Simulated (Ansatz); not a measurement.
# NaI (model cell, started as CsCl type): a soft mode frozen in

Wanted: the energy along a soft mode of NaI (model cell, started as CsCl type) and the structure at the end.

Main program and level: Ansatz 0.2.0; DFT PBEsol, scalar-relativistic, plane waves, PAW; PAW set soft_1.

The structure was built from a prototype and need not be the compound's stable phase.

**1. The starting structure**

The structure is cubic, space group Pm-3m (No. 221). Conventional cell: a = 3.988 Å, b = 3.988 Å, c = 3.988 Å, α = 90.00°, β = 90.00°, γ = 90.00°. Nearest to Na lie 8 I at 3.45 Å. Nearest to I lie 8 Na at 3.45 Å. Farther neighbours and most contacts between anions are not listed.

Coordinates:

```cif
data_structure
_symmetry_space_group_name_H-M 'P 1'
_symmetry_Int_Tables_number 1
_cell_length_a 3.9876
_cell_length_b 3.9876
_cell_length_c 3.9876
_cell_angle_alpha 90.000
_cell_angle_beta 90.000
_cell_angle_gamma 90.000
_cell_volume 63.40
loop_
_atom_site_label
_atom_site_type_symbol
_atom_site_fract_x
_atom_site_fract_y
_atom_site_fract_z
_atom_site_occupancy
Na1 Na 0.00000 0.00000 0.00000 1
I2 I 0.50000 0.50000 0.50000 1
```

**2. The dispersion**

The cell comes from relaxations at this level that are not shown. Stability and thermal properties need the whole zone. Linear response on a 4×4×4 q mesh gives force constants as far as a supercell of that size would, and the tensors from the zone-centre run are typed in so that the long-range dipole term is interpolated apart.

File input.yaml:

```yaml
crystal:
  lattice:
    - [3.987560272, 0.0, 0.0]
    - [0.0, 3.987560272, 0.0]
    - [0.0, 0.0, 3.987560272]
  atoms:
    - { symbol: Na, position: [0.0, 0.0, 0.0] }
    - { symbol: I, position: [0.5, 0.5, 0.5] }
kpoints:
  mp_grid: { grid: [12, 12, 12] }
hamiltonian:
  xc: pbesol
  pseudopotentials: { kind: paw, azcp: { folder: soft_1 }, xc_functional: pbe }
scf:
  occupations: { method: fixed }
output:
  eigenvalues: true
phonons:
  method: dfpt
  qmesh: [4, 4, 4]
  temperatures: { t_max: 1000, t_step: 50 }
  qpath:
    path:
      - [[0.0, 0.0, 0.0], [0.0, 0.5, 0.0], [0.5, 0.5, 0.0], [0.0, 0.0, 0.0], [0.5, 0.5, 0.5], [0.0, 0.5, 0.0]]
      - [[0.5, 0.5, 0.5], [0.5, 0.5, 0.0]]
    npoints: 10
  non_analytic_term:
    high_frequency_dielectric_tensor: [[3.8371, 0.0, 0.0], [0.0, 3.8371, 0.0], [0.0, 0.0, 3.8371]]
    born_effective_charges:
      - { species: Na, tensor: [[1.3223, 0.0, 0.0], [0.0, 1.3223, 0.0], [0.0, 0.0, 1.3223]] }
      - { species: I, tensor: [[-1.3223, 0.0, 0.0], [0.0, -1.3223, 0.0], [0.0, 0.0, -1.3223]] }
    source: "zone-centre run at this cell"
```

Run with:

```sh
> ansatz run input.yaml --threads 4 --pin off --max-ram 10240MiB --backend cpu --events-out ev --progress --plain --runs-dir out
```

Numbers of over 12 decimals in the logs are rounded to 6 here.

What it wrote:

```text
Engine: ansatz 0.2.0, x86_64-unknown-linux-gnu
Pseudopotentials: kind: paw
Pseudopotential: Na, paw, valence charge 9, recommended cutoff 420 eV (normal), soft_1/Na.paw.azcp
Pseudopotential: I, paw, valence charge 17, recommended cutoff 420 eV (normal), soft_1/I.paw.azcp
Functional definition: PBEsol
  exchange = pbesol_x
  correlation = pbesol_c
Crystal: 2 atoms, lattice volume = 63.405 Å³
Basis set: ecut = 420 eV, 1237 PW (Γ), exchange–correlation on 54×54×54 points (8 copies of the dense FFT grid, shifted against one another)
Bands: 17, of which v1, the nominal top of the filled ones, is band 13 counted from 1 (12 counted from 0)
Symmetry: 48 space group operations
k-points: 84 of 1728
Non-local potential: Na, projectors of the file, l = 0: 3, l = 1: 2, l = 2: 1
Non-local potential: I, projectors of the file, l = 0: 2, l = 1: 2, l = 2: 2, l = 3: 1
PAW form: soft (Blöchl's): semilocal exchange-correlation on the pseudo side does not see the compensation charge
PAW frozen core: Na, regenerated for the run's functional, and the local potential with it (the file was generated under x = pbe(κ = 0.804, μ = 0.219515), c = pbe(β = 0.066725))
PAW frozen core: I, regenerated for the run's functional, and the local potential with it (the file was generated under x = pbe(κ = 0.804, μ = 0.219515), c = pbe(β = 0.066725))
PAW one-centre angular grid: Na, 110 points (default); XC on 64 Gauss nodes
PAW one-centre angular grid: I, 590 points (default); XC on 64 Gauss nodes
Initial density: superposition of atomic densities (chi_scale 0.1, normalization cell, long waves kept (reshape's long-wave potential 0.00 eV rms))
Initial wavefunctions: pseudopotential atomic-orbital guess
Functional: x = pbesol(κ = 0.804, μ = 0.123457), c = pbesol(β = 0.046)
SCF iter   1: F=—  HF=-8911.645208 eV  |F-HF|=—  |Δ(HF+E_count)|=         —  Δρ=6.16e-2  dr2=2.36e0  ethr=3.10e-3  ⟨swp⟩=5.0  Hψ=6686  notcnv=0  defer=139
preconditioner: auto → Resta (q_TF=auto, 2.352 Å⁻¹)  ε∞=2.9  [insulator: Δε(μ)=0.848 eV  Ē_g=9.528 eV  n_scr=18 (ndim 8)  ℏωp=13.2 eV  f_vac=0.000  ε∞_Penn≈2.9]
SCF iter   2: F=—  HF=-8910.651625 eV  |F-HF|=—  |Δ(HF+E_count)|=   9.94e-1  Δρ=2.04e-2  dr2=3.60e-1  ethr=3.10e-3  ⟨swp⟩=3.0  Hψ=3702  notcnv=0  defer=135
SCF iter   3: F=—  HF=-8910.510460 eV  |F-HF|=—  |Δ(HF+E_count)|=   1.41e-1  Δρ=5.71e-3  dr2=2.67e-2  ethr=1.38e-3  ⟨swp⟩=3.0  Hψ=2406  notcnv=0  defer=149
SCF iter   4: F=—  HF=-8910.505893 eV  |F-HF|=—  |Δ(HF+E_count)|=   4.57e-3  Δρ=1.22e-3  dr2=1.10e-3  ethr=1.03e-4  ⟨swp⟩=3.9  Hψ=2842  notcnv=0  defer=155
SCF iter   5: F=—  HF=-8910.506146 eV  |F-HF|=—  |Δ(HF+E_count)|=   2.53e-4  Δρ=1.86e-4  dr2=1.54e-5  ethr=4.23e-6  ⟨swp⟩=2.0  Hψ=1951  notcnv=0  defer=157
SCF iter   6: F=—  HF=-8910.506174 eV  |F-HF|=—  |Δ(HF+E_count)|=   2.78e-5  Δρ=5.27e-5  dr2=1.44e-6  ethr=5.94e-8  ⟨swp⟩=2.0  Hψ=2520  notcnv=0  defer=157
SCF iter   7: F=—  HF=-8910.506175 eV  |F-HF|=—  |Δ(HF+E_count)|=   1.11e-6  Δρ=1.05e-5  dr2=9.47e-8  ethr=5.55e-9  ⟨swp⟩=2.0  Hψ=2520  notcnv=0  defer=139
SCF iter   8: F=—  HF=-8910.506175 eV  |F-HF|=—  |Δ(HF+E_count)|=   1.20e-7  Δρ=2.46e-6  dr2=6.73e-9  ethr=3.64e-10  ⟨swp⟩=3.0  Hψ=2184  notcnv=0  defer=139
SCF iter   9: F=—  HF=-8910.506175 eV  |F-HF|=—  |Δ(HF+E_count)|=   3.39e-9  Δρ=4.03e-7  dr2=9.90e-11  ethr=2.59e-11  ⟨swp⟩=2.0  Hψ=2029  notcnv=0  defer=139
SCF iter  10: F=-8910.506175 eV  HF=-8910.506175 eV  |F-HF|=1.82e-12  |Δ(HF+E_count)|=  1.38e-10  Δρ=5.77e-8  dr2=1.23e-12  ethr=1.00e-12  ⟨swp⟩=12.0  Hψ=9570  notcnv=0
SCF 1 converged in 10 iterations: F = -8910.506175 eV  dr2 = 1.23e-12
  greatest PAW one-centre occupation: 0.999 electrons in one spin orbital (limit 2), on the Na atom at site 0 (counted from 0), in its partial waves of l = 0
NSCF: frozen V_eff on 84 k-points
NSCF: frozen V_eff on 196 k-points
DFPT response loops at q = (0, 0, 0) (fractional): preconditioner auto → none (the input reference at scf.mixing.eps_inf says where Resta's filter doesn't serve); β = 0.50; Broyden in place of MSR1
NSCF: frozen V_eff on 1176 k-points
DFPT response loops at q = (0, 0, 0.25) (fractional): preconditioner auto → Resta (q_TF=auto, 2.352 Å⁻¹)  ε∞=5.1 (no band partly filled); β = 1.00, the filter's whole step (`scf.mixing.beta` (0.50) is not read by the response loops at its default; to damp them type it under 1.00, their step now; it binds the ground state too); Broyden in place of MSR1
NSCF: frozen V_eff on 686 k-points
DFPT response loops at q = (0, 0, -0.5) (fractional): mixed as the last ones told, above
NSCF: frozen V_eff on 2016 k-points
DFPT response loops at q = (0, 0.25, 0.25) (fractional): mixed as the last ones told, above
NSCF: frozen V_eff on 1176 k-points
DFPT response loops at q = (0, 0.25, -0.5) (fractional): mixed as the last ones told, above
NSCF: frozen V_eff on 686 k-points
DFPT response loops at q = (0, -0.5, -0.5) (fractional): mixed as the last ones told, above
NSCF: frozen V_eff on 1872 k-points
DFPT response loops at q = (0.25, 0.25, 0.25) (fractional): mixed as the last ones told, above
NSCF: frozen V_eff on 2016 k-points
DFPT response loops at q = (0.25, 0.25, -0.5) (fractional): mixed as the last ones told, above
NSCF: frozen V_eff on 1176 k-points
DFPT response loops at q = (0.25, -0.5, -0.5) (fractional): mixed as the last ones told, above
NSCF: frozen V_eff on 392 k-points
DFPT response loops at q = (-0.5, -0.5, -0.5) (fractional): preconditioner auto → none (the input reference at scf.mixing.eps_inf says where Resta's filter doesn't serve); β = 0.50; Broyden in place of MSR1
SCF converged after 10 iterations
Free energy (F): -8910.506175 eV
Harris-Foulkes:  -8910.506175 eV  (|F-HF|=1.82e-12)
Internal energy: -8910.506175 eV  (E = F + TS)
E sigma→0 (E₀):  -8910.506175 eV
Fermi energy:    4.584637 eV
--- Per-component energies (eV) ---
  E_band       = -595.533738
  E_kinetic    = 273.127190
  E_local      = -3541.901752  (includes V_loc(G=0)·N_el)
  E_nonlocal   = 396.969265
  E_hartree    = 1431.393258
  E_xc         = -143.888602
  E_vxc        = -158.385616  (∫ρ·V_xc dr)
  E_paw        = -4988.108080  (= ΣΔE_a)
  E_vpaw       = -428.126908  (= ΣTr[D̂ρ^β])
  E_aug_tail   = -0.002457  (compensation charges beyond the density's cutoff)
  E_ewald      = -2338.561825
  E_core_change = 0.466830  (= ΣΔE_core)
  E_smearing   = -0.000000  (= −TS)
  E_closure    = -0.000000  (closes the sum)
  Σ components = -8910.506175   (vs F -8910.506175, Δ=0.00e0)
--- Band table (eV; the first three rows and the last of 84) ---
  k-point 0: bands = [... 9 lower, -7.4416, 3.8779, 3.8779, 3.8779, 6.8517, 9.9997, 9.9997, 15.9532]
  k-point 1: bands = [... 9 lower, -7.4192, 3.5597, 3.8995, 3.8995, 7.0924, 10.0584, 10.2430, 15.3618]
  k-point 2: bands = [... 9 lower, -7.3567, 2.8826, 3.9599, 3.9599, 7.5657, 10.2334, 10.8848, 14.4774]
  k-point 83: bands = [... 9 lower, -6.4556, 2.3188, 2.3188, 2.3188, 8.6025, 8.6025, 8.6025, 11.2872]
--- Phonons (Γ-DFPT): 2 representative perturbations + reference (Σ response iterations 6) ---
  ASR residual: 9.678e-5 → 0.000e0 eV/Å²; symmetrization residual: 1.166e-6 eV/Å²
  ASR residual per site (eV/Å²): 8.65e-5 9.68e-5
  Γ frequencies (cm⁻¹): 0.00 0.00 0.00 53.18 53.18 53.18
--- Phonons (arbitrary-q DFPT): 10 irreducible q on the 4×4×4 mesh ---
  q = [0.0000, 0.0000, 0.0000] (star 1, of the zone-centre solve; hermiticity 1.15e-5, symmetrization 6.08e-10): -0.00 -0.00 0.00 53.18 53.18 53.18
  q = [0.0000, 0.0000, 0.2500] (star 6, 4 solved perturbations in 1848 linear systems a pass and spin channel, the states on 588 of 1728 k-point pairs; hermiticity 2.53e-6, symmetrization 1.51e-11): -18.70 -18.70 51.76 51.76 64.96 155.74
  q = [0.0000, 0.0000, -0.5000] (star 3, 4 solved perturbations in 1078 linear systems a pass and spin channel, the states on 343 of 1728 k-point pairs; hermiticity 3.23e-13, symmetrization 1.07e-11): -31.76 -31.76 52.53 52.53 87.44 165.77
  q = [0.0000, 0.2500, 0.2500] (star 12, 4 solved perturbations in 3108 linear systems a pass and spin channel, the states on 1008 of 1728 k-point pairs; hermiticity 3.79e-6, symmetrization 1.88e-12): -30.62 49.23 60.09 61.88 72.61 123.43
  q = [0.0000, 0.2500, -0.5000] (star 12, 6 solved perturbations on 588 of 1728 k-point pairs; hermiticity 4.09e-6, symmetrization 3.07e-13): -41.34 47.45 55.69 71.38 84.06 120.77
  q = [0.0000, -0.5000, -0.5000] (star 3, 4 solved perturbations in 1078 linear systems a pass and spin channel, the states on 343 of 1728 k-point pairs; hermiticity 1.49e-6, symmetrization 4.23e-12): -50.42 41.96 77.43 77.43 87.63 87.63
  q = [0.2500, 0.2500, 0.2500] (star 8, 2 solved perturbations on 936 of 1728 k-point pairs; hermiticity 3.76e-6, symmetrization 3.07e-12): 55.78 55.78 56.31 74.25 74.25 101.49
  q = [0.2500, 0.2500, -0.5000] (star 12, 4 solved perturbations in 3108 linear systems a pass and spin channel, the states on 1008 of 1728 k-point pairs; hermiticity 4.36e-6, symmetrization 3.16e-12): 48.31 50.22 69.39 77.59 79.48 104.01
  q = [0.2500, -0.5000, -0.5000] (star 6, 4 solved perturbations in 1848 linear systems a pass and spin channel, the states on 588 of 1728 k-point pairs; hermiticity 3.44e-6, symmetrization 5.38e-12): 40.89 73.99 73.99 76.28 92.37 92.37
  q = [-0.5000, -0.5000, -0.5000] (star 1, 2 solved perturbations on 196 of 1728 k-point pairs; hermiticity 2.51e-13, symmetrization 4.16e-11): 68.50 68.50 68.50 98.76 98.76 98.76
  sum rule: each row above includes the acoustic sum rule's correction from the zone centre's row sums; it moved no ω² by more than (1.01 cm⁻¹)²
  mesh force constants: q→R imaginary residual 2.22e-19; ASR residual 9.678e-5 → 0.000e0 eV/Å²; symmetrization residual 1.110e-15 eV/Å²
  interpolated dispersion: 63 rows × 6 modes
  density of states and harmonic sums: on the 16×16×16 q-mesh, interpolated from the force constants of a 4×4×4 supercell (with the dipole–dipole term of supplied tensors)
  largest difference from the sums on the solved wave vectors: F 5.80e-2 eV, S 6.96e-5 and C_V 1.22e-5 eV/K
  zero-point energy: 0.024078 eV/cell   skipped modes (ω ≤ 0): 111, of them read as no rigid motion or as one in doubt: 108 (6.145e-1 modes/cell left out, lowest -50.42 cm⁻¹)   left out of the sums: 1.03e-1 of the cell's modes: C_V's classical limit lies that fraction below 3 k_B per atom; for a crystal, a wire or a layer, F and S can be off by more, and a phonons.interpolated_qmesh denser along its periods is the remedy for the sampling
```

It took 4.3 min on 4 threads of AMD EPYC 7R13 (Zen 3), shared host; peak memory 2.4 GiB.

The column dr2 measures how far the density is from self-consistency, as an energy; F and HF (Harris–Foulkes) agree once it is small.

Numbers from this step:

```
gap on the k-mesh                                       : 2.267 eV
volume per atom                                         : 31.70 Å³
sum-rule residual before enforcement                    : 9.68e-5 eV/Å²
lowest frequency on the path                            : -50.42 cm⁻¹
point group                                             : m-3m
highest frequency on the path or at a solved wavevector : 165.8 cm⁻¹
highest optical mode at the zone centre (no LO-TO term) : 53.18 cm⁻¹
lowest optical zone-centre mode                         : 53.18 cm⁻¹
lowest mode on the q mesh (acoustic modes at Γ apart)   : -50.42 cm⁻¹
```

Frequencies (cm⁻¹) solved at each irreducible wavevector; negative means imaginary. Frequencies by wavevector, by row:

```
q in reciprocal lattice units  star  mode 1  mode 2  mode 3  mode 4  mode 5  mode 6
                        0 0 0     1       0       0       0    53.2    53.2    53.2
                     0 0 0.25     6   -18.7   -18.7    51.8    51.8      65   155.7
                     0 0 -0.5     3   -31.8   -31.8    52.5    52.5    87.4   165.8
                  0 0.25 0.25    12   -30.6    49.2    60.1    61.9    72.6   123.4
                  0 0.25 -0.5    12   -41.3    47.5    55.7    71.4    84.1   120.8
                  0 -0.5 -0.5     3   -50.4      42    77.4    77.4    87.6    87.6
               0.25 0.25 0.25     8    55.8    55.8    56.3    74.2    74.2   101.5
               0.25 0.25 -0.5    12    48.3    50.2    69.4    77.6    79.5     104
               0.25 -0.5 -0.5     6    40.9      74      74    76.3    92.4    92.4
               -0.5 -0.5 -0.5     1    68.5    68.5    68.5    98.8    98.8    98.8
```

Interpolated from a 4×4×4 q mesh, with the LO-TO term (at Γ the limit along the path; where Γ stands inside the path, tables give the limit on arrival). The phonon branches at the labelled points (cm⁻¹):

```
    point  branch 1  branch 2  branch 3  branch 4  branch 5  branch 6
        Γ         0         0         0        53        53       145
  halfway       -19       -19        52        52        65       156
        X       -32       -32        52        52        87       166
  halfway       -41        47        56        71        84       121
        M       -50        42        77        77        88        88
  halfway       -31        49        60        62        73       123
        Γ         0         0         0        53        53       145
  halfway        56        56        56        74        74       102
        R        68        68        68        99        99        99
  halfway        48        50        69        78        80       104
        X       -32       -32        52        52        87       166
jump to R        68        68        68        99        99        99
  halfway        41        74        74        76        92        92
        M       -50        42        77        77        88        88
```

The phonon branches as a text plot (rows in cm⁻¹):

```
    161 |    *****                                      **
    152 |  **                                          *
    143 |**       *            ******
    134 |          *          *      **               *
    125 |                    *
    116 |                  **          *             *
    107 |           *                               *
     98 |            *   **             *   ********      ***
     89 |      *****  ***                ****    **    *** * ****
     80 |     *     *******              **        ****     *****
     71 |    *      ***  *******       **   ******* **    ****
     62 |   *     ***        *  *   ***  ***     *** **    *  *
     53 |***********         *******   **          **  ***  *  *
     44 |  *       **********  *     ***            *        *  *
     35 |                      *     **              *
     26 | *       *             *   *                 *
     17 |*                       * *
      8 |
     -1 |*                       **
    -10 | **                    *
    -19 |   **                 *                       *
    -28 |     ****           **                         **    *
    -37 |         **       **                                  *
    -46 |           *******                                     *
         Γ      X      M          Γ            R        X|R     M
```

Symmetry leaves 10 wavevectors to solve. The lowest mode among them, the acoustic zeros apart, lies at q = (0, -0.5, -0.5) and is imaginary, 50.4i cm⁻¹, so the energy falls along it.

**3. The mode frozen in, largest atomic shift 0 Å**

The mode followed lies at q = (0, -0.5, -0.5) with frequency 50.4i cm⁻¹, the softest among the wavevectors solved. At small amplitude the distorted cell has space group no. 129 by a symmetry search on the positions. The undistorted cell that holds it gives the zero of energy on the same k mesh.

System of this step: NaI (model cell, started as CsCl type). It takes space group Pm-3m (No. 221, cubic). The conventional cell has a = 3.988 Å, b = 3.988 Å, c = 3.988 Å, α = 90.00°, β = 90.00°, γ = 90.00°. Nearest to Na lie 8 I at 3.45 Å. Nearest to I lie 8 Na at 3.45 Å. Farther neighbours and most contacts between anions are not listed.

File input.yaml:

```yaml
crystal:
  lattice:
    - [-3.987560272, 0.0, 0.0]
    - [0.0, -3.987560272, -3.987560272]
    - [0.0, -3.987560272, 3.987560272]
  atoms:
    - { symbol: Na, position: [0.0, 0.5, 0.5] }
    - { symbol: Na, position: [0.0, 0.0, 0.0] }
    - { symbol: I, position: [0.5, 0.0, 0.5] }
    - { symbol: I, position: [0.5, 0.5, 0.0] }
kpoints:
  mp_grid: { grid: [6, 6, 6] }
hamiltonian:
  xc: pbesol
  pseudopotentials: { kind: paw, azcp: { folder: soft_1 }, xc_functional: pbe }
scf:
  occupations: { method: gaussian, width: 0.02 }
output:
  forces: true
  stress: true
  eigenvalues: true
```

What it wrote:

```text
[...]
Crystal: 4 atoms, lattice volume = 126.809 Å³
Basis set: ecut = 420 eV, 2465 PW (Γ), exchange–correlation on 54×80×80 points (8 copies of the dense FFT grid, shifted against one another)
Bands: 32, of which v1, the nominal top of the filled ones, is band 26 counted from 1 (25 counted from 0)
Symmetry: 32 space group operations
[...]
k-points: 40 of 216
[...]
k-point 0: bands = [... 22 lower, 3.8786, 3.8786, 3.8786, 4.5854, 6.8519, 7.2458, 9.9999, 10.0000, ... 1 higher]
  k-point 1: bands = [... 22 lower, 3.5129, 3.6643, 3.9218, 4.5335, 7.3282, 7.5944, 10.2095, 10.3813, ... 1 higher]
  k-point 2: bands = [... 22 lower, 2.8549, 3.1694, 4.0427, 4.3954, 8.2499, 8.5124, 10.3325, 10.6845, ... 1 higher]
  k-point 39: bands = [... 22 lower, 1.7938, 1.7938, 4.5853, 4.5853, 7.2459, 7.2459, 11.5454, 11.5454, ... 1 higher]
[key lines of the parts left out:]
SCF converged after 8 iterations
Free energy (F): -17821.010951 eV
Fermi energy:    5.718753 eV
P = ⅓ Tr σ = 0.0055 GPa (0.055 kbar)
```

Run time: 2 s. Hardware: 4 threads; peak memory 0.49 GiB; 6.2 s of CPU time.

Numbers from this step:

```
pressure                         : 0.005524 GPa
energy from the undistorted cell : 0 meV/atom
```

At this level the gap is 2.27 eV on the k-mesh of the self-consistent run, which can miss the band edges.

(Continued in part 2 of 3.)

[Logs are printed without paths, hosts, clocks, repeated set-up lines and the standing remarks that a program may print on its own settings, such as how far it seeks lower states.]

[Hosts, paths, dates, database ids (printed as entryN), source tags and the programs' standing remarks are cut or masked in the printed files.]
